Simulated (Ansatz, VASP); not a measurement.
**One calculation of Be, two programs**

```xyz
1
Lattice="2.1653 0.0000 0.0000 0.0000 2.1653 0.0000 0.0000 0.0000 2.1653" Properties=species:S:1:pos:R:3 pbc="T T T"
Be    0.0000    0.0000    0.0000
```

Alike in both runs: task single point; functional PBEsol; k mesh 16 × 16 × 16; occupations fermi-dirac, width 0.1 eV; no spin polarisation.

|  | VASP | Ansatz |
| --- | --- | --- |
| version | VASP 6.6.1 | Ansatz 0.2.0 |
| potentials or method | VASP PAW PBE potentials, release 64 (Be) | plane waves (420 eV) with PAW, scalar-relativistic |
| plane-wave cutoff (eV) | 520 | 420 |
| valence electrons in the cell | 2 | 2 |

|  | VASP | Ansatz | Ansatz less VASP |
| --- | --- | --- | --- |
| pressure (GPa) | 0.4 | 0.2 | -0.20 |

With one functional, cell and mesh, what is left measures potentials, basis and numerics. Ansatz warned: «pseudo_functional_mismatch».

Caveats: the PAW data sets were made with another functional, which shifts forces and pressure a little (VASP).
